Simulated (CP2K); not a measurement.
# GaSb (F-43m) in CP2K: notebook

The runs below take GaSb through single point, equation of state, with LDA.

All numbers are computed with CP2K 2026.2; they aren't measurements. Logs are shortened: lines on timing, memory, paths and dates and some standing lists are left out, and cuts for length are marked.

### 1 The structure

Symmetry: F-43m, No. 216, cubic system. Conventional cell: a = 6.118 Å, b = 6.118 Å, c = 6.118 Å, α = 90.00°, β = 90.00°, γ = 90.00°. Around Sb (site symmetry -43m) lie 4 Ga at 2.65 Å. Around Ga (site symmetry -43m) lie 4 Sb at 2.65 Å.

### 2 Single point, LDA, 28.62 Å³/atom

File gasb_eos.inp:

```
&GLOBAL
  PROJECT gasb_eos
  RUN_TYPE ENERGY_FORCE
  PRINT_LEVEL LOW
&END GLOBAL
&FORCE_EVAL
  METHOD QS
  STRESS_TENSOR ANALYTICAL
  &DFT
    BASIS_SET_FILE_NAME BASIS_MOLOPT_UZH
    POTENTIAL_FILE_NAME GTH_POTENTIALS
    &MGRID
      CUTOFF 450
      REL_CUTOFF 60
      NGRIDS 5
    &END MGRID
    &QS
      METHOD GPW
      EPS_DEFAULT 1.0E-9
    &END QS
    &KPOINTS
      SCHEME MONKHORST-PACK 8 8 8
      GAMMA_CENTERED T
      SYMMETRY T
      SYMMETRY_BACKEND SPGLIB
    &END KPOINTS
    &SCF
      SCF_GUESS ATOMIC
      EPS_SCF 1.0E-6
      MAX_SCF 100
      ADDED_MOS 10
      CHOLESKY OFF
      EPS_EIGVAL 1.0E-7
      &DIAGONALIZATION ON
        ALGORITHM STANDARD
      &END DIAGONALIZATION
      &MIXING ON
        METHOD BROYDEN_MIXING
        ALPHA 0.4
        BETA 1.5
        NBUFFER 8
      &END MIXING
      &SMEAR ON
        METHOD FERMI_DIRAC
        ELECTRONIC_TEMPERATURE [K] 116.045
      &END SMEAR
    &END SCF
    &XC
      &XC_FUNCTIONAL
        &LDA_X
        &END LDA_X
        &LDA_C_PW
        &END LDA_C_PW
      &END XC_FUNCTIONAL
    &END XC
    &PRINT
      &KPOINTS ON
      &END KPOINTS
      &MULLIKEN ON
      &END MULLIKEN
      &MO ON
        ENERGIES T
        OCCUPATION_NUMBERS T
        &EACH
          QS_SCF 0
        &END EACH
        ADD_LAST NUMERIC
      &END MO
    &END PRINT
  &END DFT
  &SUBSYS
    &CELL
      A 4.3260792873 0.0000000000 0.0000000000
      B 2.1630396436 3.7464945616 0.0000000000
      C 2.1630396436 1.2488315205 3.5322289469
      PERIODIC XYZ
    &END CELL
    &COORD
      SCALED
      Sb  0.7500000000 0.7500000000 0.7500000000
      Ga  0.0000000000 0.0000000000 0.0000000000
    &END COORD
    &KIND Sb
      BASIS_SET TZVP-MOLOPT-PBE-GTH-q5
      POTENTIAL GTH-PADE-q5
    &END KIND
    &KIND Ga
      BASIS_SET TZVP-MOLOPT-PBE-GTH-q13
      POTENTIAL GTH-PADE-q13
    &END KIND
    &PRINT
      &ATOMIC_COORDINATES ON
      &END ATOMIC_COORDINATES
      &CELL ON
      &END CELL
    &END PRINT
  &END SUBSYS
  &PRINT
    &FORCES ON
    &END FORCES
    &STRESS_TENSOR ON
    &END STRESS_TENSOR
  &END PRINT
&END FORCE_EVAL
```

Potentials or basis: GTH_POTENTIALS Sb GTH-PADE-q5, Ga GTH-PADE-q13; TZVP-MOLOPT-PBE-GTH basis.

Command:

```console
$ OMP_NUM_THREADS=1 cp2k.psmp -i gasb_eos.inp -o gasb_eos.out
```

gasb_eos.out:

```text

 CP2K| version string:                                       CP2K version 2026.2
 CP2K| Input file name                                              gasb_eos.inp

 GLOBAL| Force Environment number                                              1
 GLOBAL| Basis set file name                                    BASIS_MOLOPT_UZH
 GLOBAL| Potential file name                                      GTH_POTENTIALS
 GLOBAL| MM Potential file name                                     MM_POTENTIAL
 GLOBAL| Coordinate file name                                      __STD_INPUT__
 GLOBAL| Method name                                                        CP2K
 GLOBAL| Project name                                                   gasb_eos
 GLOBAL| Run type                                                   ENERGY_FORCE
 GLOBAL| FFT library                                                       FFTW3
[... 6 lines left out ...]
 GLOBAL| Total number of message passing processes                             1
 GLOBAL| Number of threads for this process                                    1
 GLOBAL| CPU model name                                 Intel(R) Xeon(R) 6975P-C

 CELL| Volume [angstrom^3]:                                            57.249069
 CELL| Vector a [angstrom]:       4.326     0.000     0.000   |a| =     4.326079
 CELL| Vector b [angstrom]:       2.163     3.746     0.000   |b| =     4.326079
 CELL| Vector c [angstrom]:       2.163     1.249     3.532   |c| =     4.326079
 CELL| Angle (b,c), alpha [degree]:                                    60.000000
 CELL| Angle (a,c), beta  [degree]:                                    60.000000
 CELL| Angle (a,b), gamma [degree]:                                    60.000000
 CELL| Numerically orthorhombic:                                              NO
 CELL| Periodicity                                                           XYZ

 CELL_REF| Volume [angstrom^3]:                                        57.249069
 CELL_REF| Vector a [angstrom     4.326     0.000     0.000   |a| =     4.326079
 CELL_REF| Vector b [angstrom     2.163     3.746     0.000   |b| =     4.326079
 CELL_REF| Vector c [angstrom     2.163     1.249     3.532   |c| =     4.326079
 CELL_REF| Angle (b,c), alpha [degree]:                                60.000000
 CELL_REF| Angle (a,c), beta  [degree]:                                60.000000
[... 13 lines left out ...]

  Total number of            - Atomic kinds:                                   2
                             - Atoms:                                          2
                             - Shell sets:                                     2
                             - Shells:                                        17
                             - Primitive Cartesian functions:                 10
                             - Cartesian basis functions:                     58
                             - Spherical basis functions:                     51

  Maximum angular momentum of- Orbital basis functions:                        3
                             - Local part of the GTH pseudopotential:          0
                             - Non-local part of the GTH pseudopotential:      4

 MODULE QUICKSTEP: ATOMIC COORDINATES IN ANGSTROM

[... 85 lines left out ...]
     1 NoMix/Diag. 0.40E+00    1.5     0.83802106       -80.2279258410 -8.02E+01
     2 Broy./Diag. 0.40E+00    1.6     0.01290607       -80.3786404557 -1.51E-01
     3 Broy./Diag. 0.40E+00    1.6     0.01672977       -80.1903452227  1.88E-01
     4 Broy./Diag. 0.40E+00    1.6     0.00535525       -80.1037056673  8.66E-02
     5 Broy./Diag. 0.40E+00    1.6     0.00311216       -80.1271826026 -2.35E-02
     6 Broy./Diag. 0.40E+00    1.6     0.00655790       -80.1396341217 -1.25E-02
     7 Broy./Diag. 0.40E+00    1.6     0.00127815       -80.1446364226 -5.00E-03
     8 Broy./Diag. 0.40E+00    1.6     0.00074232       -80.1459602167 -1.32E-03
     9 Broy./Diag. 0.40E+00    1.6     0.00007144       -80.1468867065 -9.26E-04
    10 Broy./Diag. 0.40E+00    1.6     0.00001154       -80.1470586226 -1.72E-04
    11 Broy./Diag. 0.40E+00    1.6     0.00000734       -80.1471217004 -6.31E-05
    12 Broy./Diag. 0.40E+00    1.6     0.00000064       -80.1471331815 -1.15E-05

  *** SCF run converged in    12 steps ***

  Electronic density on regular grids:        -17.9999996044        0.0000003956
  Core density on regular grids:               17.9999999737       -0.0000000263
  Total charge density on r-space grids:        0.0000003693
  Total charge density g-space grids:           0.0000003693

  Overlap energy of the core charge distribution:               0.00000000347341
  Self energy of the core charge distribution:               -109.24708712211485
  Core Hamiltonian energy:                                     31.40186348577816
  Hartree energy:                                               9.02876931614322
  Exchange-correlation energy:                                -11.33067612151949
  Electronic entropic energy:                                  -0.00000274321087
  Fermi energy:                                                 0.13147742289770

  Total energy:                                               -80.14713318145033
  Total energy (extrapolated to T->0):                        -80.14713180984489

 MO| EIGENVALUES AND OCCUPATION NUMBERS FOR K POINT 1
 MO|
 MO|  Index      Eigenvalue [a.u.]        Eigenvalue [eV]             Occupation
 MO|      1              -0.419417             -11.412915               2.000000
 MO|      2              -0.418207             -11.379994               2.000000
 MO|      3              -0.418207             -11.379993               2.000000
 MO|      4              -0.416627             -11.336986               2.000000
 MO|      5              -0.416627             -11.336986               2.000000
 MO|      6              -0.246593              -6.710149               2.000000
[... 349 lines left out ...]
 MO|     18               0.649475              17.673122               0.000000
 MO|     19               0.691194              18.808337               0.000000
 MO| Sum:                                                              18.000000
 MO| E(Fermi):            0.131477 a.u.          3.577683 eV
 MO| Band gap:            0.148593 a.u.          4.043431 eV

 [... the levels of further k-points ...]

 !-----------------------------------------------------------------------------!
                     Mulliken Population Analysis

 #  Atom  Element  Kind  Atomic population                           Net charge
       1     Sb       1          4.716494                              0.283506
       2     Ga       2         13.283506                             -0.283506
 # Total charge                             18.000000                  0.000000

 !-----------------------------------------------------------------------------!

 ENERGY| Total FORCE_EVAL ( QS ) energy [hartree]            -80.147133608265392

 FORCES| Atomic forces [hartree/bohr]
 FORCES|   Atom     x               y               z               |f|
 FORCES|      1  3.29191955E-09 -1.77561773E-09  3.28231323E-08   3.30355500E-08
 FORCES|      2 -3.31772212E-09  1.76056840E-09 -3.28336554E-08   3.30477807E-08
 FORCES| Sum    -2.58025752E-11 -1.50493374E-11 -1.05230787E-11
 FORCES| Total atomic force                                       3.16700273E-11

 STRESS| Analytical stress tensor [bar]
 STRESS|                        x                   y                   z
 STRESS|      x       -1.68161797615E+04   1.30288981337E-01   6.43229531673E-02
 STRESS|      y        1.30288981337E-01  -1.68162608166E+04   7.44412503021E-02
 STRESS|      z        6.43229531673E-02   7.44412503021E-02  -1.68164147530E+04
 STRESS| 1/3 Trace                                            -1.68162851104E+04
 STRESS| Determinant                                          -4.75543429860E+12

 STRESS| Eigenvectors and eigenvalues of the analytical stress tensor [bar]
 STRESS|                        1                   2                   3
 STRESS| Eigenvalues  -1.68164455534E+04  -1.68163518432E+04  -1.68160579345E+04
 STRESS|      x          -0.063931377198     -0.639621772606      0.766026609863
 STRESS|      y          -0.333872657837      0.737073212108      0.587581592923
 STRESS|      z           0.940447673908      0.218190439757      0.260674326776
```

Wall time 23 s (1 thread of Intel Xeon 6975P-C (Granite Rapids), shared host); peak memory 0.36 GiB.

Results:

```
Free energy            : -2180.9144 eV
Pressure               : -1.7 GPa
Band gap on the k mesh : none (metal or under the smearing width)
Mulliken charges       : Sb +0.28; Ga -0.28 e
```

Caveat: Mulliken charges move with the basis; the basis of atomic orbitals isn't converged, which shifts pressures, moduli and gaps.

### 3 Single point, LDA, 28.05 Å³/atom (volume scaled by 0.98)

Edit gasb_eos.inp of step 2 so:

```diff
@@ -11,2 +11,3 @@
     POTENTIAL_FILE_NAME GTH_POTENTIALS
+    WFN_RESTART_FILE_NAME previous-RESTART.kp
     &MGRID
@@ -27,3 +28,3 @@
     &SCF
-      SCF_GUESS ATOMIC
+      SCF_GUESS RESTART
       EPS_SCF 1.0E-6
@@ -72,5 +73,5 @@
     &CELL
-      A 4.3260792873 0.0000000000 0.0000000000
-      B 2.1630396436 3.7464945616 0.0000000000
-      C 2.1630396436 1.2488315205 3.5322289469
+      A 4.2970443233 0.0000000000 0.0000000000
+      B 2.1485221616 3.7213495452 0.0000000000
+      C 2.1485221616 1.2404498484 3.5085219981
       PERIODIC XYZ
```

Potentials or basis: GTH_POTENTIALS Sb GTH-PADE-q5, Ga GTH-PADE-q13; TZVP-MOLOPT-PBE-GTH basis.

Command:

```console
$ OMP_NUM_THREADS=1 cp2k.psmp -i gasb_eos.inp -o gasb_eos.out
```

It took 21 s on 1 thread of Intel Xeon 6975P-C (Granite Rapids), shared host; peak memory 0.36 GiB.

The run converged. Its results:

```
Free energy            : -2180.9231 eV
Pressure               : -0.7 GPa
Band gap on the k mesh : 0.07 eV, direct
Mulliken charges       : Sb +0.28; Ga -0.28 e
```

Caveat: Mulliken charges move with the basis; spin-orbit coupling is left out, which moves the levels of the heavy elements; the basis of atomic orbitals isn't converged, which shifts pressures, moduli and gaps.

### 4 Single point, LDA, 29.20 Å³/atom (volume scaled by 1.02)

Edit gasb_eos.inp of step 3 so:

```diff
@@ -73,5 +73,5 @@
     &CELL
-      A 4.2970443233 0.0000000000 0.0000000000
-      B 2.1485221616 3.7213495452 0.0000000000
-      C 2.1485221616 1.2404498484 3.5085219981
+      A 4.3547296540 0.0000000000 0.0000000000
+      B 2.1773648269 3.7713065070 0.0000000000
+      C 2.1773648269 1.2571021689 3.5556218733
       PERIODIC XYZ
```

Command:

```console
$ OMP_NUM_THREADS=1 cp2k.psmp -i gasb_eos.inp -o gasb_eos.out
```

It took 20 s on 1 thread of Intel Xeon 6975P-C (Granite Rapids), shared host; peak memory 0.36 GiB.

The run converged. Its results:

| Item | Value |
| --- | --- |
| Free energy | -2180.8991 eV |
| Pressure | -2.6 GPa |
| Band gap on the k mesh | none (metal or under the smearing width) |
| Mulliken charges | Sb +0.29; Ga -0.29 e |

Caveat: Mulliken charges move with the basis; the basis of atomic orbitals isn't converged, which shifts pressures, moduli and gaps.

### 5 Single point, LDA, 27.48 Å³/atom (volume scaled by 0.96)

Edit gasb_eos.inp of step 4 so:

```diff
@@ -73,5 +73,5 @@
     &CELL
-      A 4.3547296540 0.0000000000 0.0000000000
-      B 2.1773648269 3.7713065070 0.0000000000
-      C 2.1773648269 1.2571021689 3.5556218733
+      A 4.2676115891 0.0000000000 0.0000000000
+      B 2.1338057945 3.6958600497 0.0000000000
+      C 2.1338057945 1.2319533499 3.4844902713
       PERIODIC XYZ
```

Command:

```console
$ OMP_NUM_THREADS=1 cp2k.psmp -i gasb_eos.inp -o gasb_eos.out
```

It took 21 s on 1 thread of Intel Xeon 6975P-C (Granite Rapids), shared host; peak memory 0.36 GiB.

The run converged. Its results:

- Free energy: -2180.9245 eV
- Pressure: 0.4 GPa
- Band gap on the k mesh: 0.23 eV, direct
- Mulliken charges: Sb +0.27; Ga -0.27 e

Caveat: Mulliken charges move with the basis; spin-orbit coupling is left out, which moves the levels of the heavy elements; the basis of atomic orbitals isn't converged, which shifts pressures, moduli and gaps.

### 6 Single point, LDA, 29.77 Å³/atom (volume scaled by 1.04)

Edit gasb_eos.inp of step 5 so:

```diff
@@ -73,5 +73,5 @@
     &CELL
-      A 4.2676115891 0.0000000000 0.0000000000
-      B 2.1338057945 3.6958600497 0.0000000000
-      C 2.1338057945 1.2319533499 3.4844902713
+      A 4.3830079116 0.0000000000 0.0000000000
+      B 2.1915039557 3.7957961964 0.0000000000
+      C 2.1915039557 1.2652653988 3.5787109740
       PERIODIC XYZ
```

Potentials or basis: GTH_POTENTIALS Sb GTH-PADE-q5, Ga GTH-PADE-q13; TZVP-MOLOPT-PBE-GTH basis.

Command:

```console
$ OMP_NUM_THREADS=1 cp2k.psmp -i gasb_eos.inp -o gasb_eos.out
```

Run time: 19 s. Hardware: 1 thread of Intel Xeon 6975P-C (Granite Rapids), shared host; peak memory 0.36 GiB.

Results (log left out):

- Free energy: -2180.8778 eV
- Pressure: -3.4 GPa
- Band gap on the k mesh: none (metal or under the smearing width)
- Mulliken charges: Sb +0.29; Ga -0.29 e

Caveat: Mulliken charges move with the basis; the basis of atomic orbitals isn't converged, which shifts pressures, moduli and gaps.

### 7 Single point, LDA, 26.91 Å³/atom (volume scaled by 0.94)

Edit gasb_eos.inp of step 6 so:

```diff
@@ -73,5 +73,5 @@
     &CELL
-      A 4.3830079116 0.0000000000 0.0000000000
-      B 2.1915039557 3.7957961964 0.0000000000
-      C 2.1915039557 1.2652653988 3.5787109740
+      A 4.2377671750 0.0000000000 0.0000000000
+      B 2.1188835875 3.6700140289 0.0000000000
+      C 2.1188835875 1.2233380096 3.4601224092
       PERIODIC XYZ
```

Command:

```console
$ OMP_NUM_THREADS=1 cp2k.psmp -i gasb_eos.inp -o gasb_eos.out
```

Wall time 23 s (1 thread of Intel Xeon 6975P-C (Granite Rapids), shared host); peak memory 0.36 GiB.

The run converged. Its results:

* Free energy: -2180.9173 eV
* Pressure: 1.7 GPa
* Band gap on the k mesh: 0.39 eV, direct
* Mulliken charges: Sb +0.27; Ga -0.27 e

Caveat: Mulliken charges move with the basis; spin-orbit coupling is left out, which moves the levels of the heavy elements; the basis of atomic orbitals isn't converged, which shifts pressures, moduli and gaps.

### 8 Single point, LDA, 30.34 Å³/atom (volume scaled by 1.06)

Edit gasb_eos.inp of step 7 so:

```diff
@@ -73,5 +73,5 @@
     &CELL
-      A 4.2377671750 0.0000000000 0.0000000000
-      B 2.1188835875 3.6700140289 0.0000000000
-      C 2.1188835875 1.2233380096 3.4601224092
+      A 4.4109259121 0.0000000000 0.0000000000
+      B 2.2054629560 3.8199738941 0.0000000000
+      C 2.2054629560 1.2733246313 3.6015059260
       PERIODIC XYZ
```

Command:

```console
$ OMP_NUM_THREADS=1 cp2k.psmp -i gasb_eos.inp -o gasb_eos.out
```

Wall time 24 s (1 thread of Intel Xeon 6975P-C (Granite Rapids), shared host); peak memory 0.36 GiB.

Results (log left out):

* Free energy: -2180.8511 eV
* Pressure: -4.1 GPa
* Band gap on the k mesh: none (metal or under the smearing width)
* Mulliken charges: Sb +0.29; Ga -0.29 e

Caveat: Mulliken charges move with the basis; the basis of atomic orbitals isn't converged, which shifts pressures, moduli and gaps.

### 9 Equation of state, LDA

Potentials or basis: GTH_POTENTIALS Sb GTH-PADE-q5, Ga GTH-PADE-q13; TZVP-MOLOPT-PBE-GTH basis.

This step only gathers the single runs of the series.

Results:

- Equilibrium volume: 27.67 Å³/atom
- Bulk modulus: 54 GPa
- Pressure derivative of the bulk modulus: 4.5 (rough: it moves with the points fitted)

Energy against volume, from the lowest point:
```tsv
volume (Å³/atom)	energy (meV/atom)
26.907	3.61
27.480	0.00
28.052	0.70
28.625	5.04
29.197	12.70
29.770	23.36
30.342	36.70
```

Caveat: the basis of atomic orbitals isn't converged, which shifts pressures, moduli and gaps. Zero-point motion and thermal expansion aren't in these numbers.
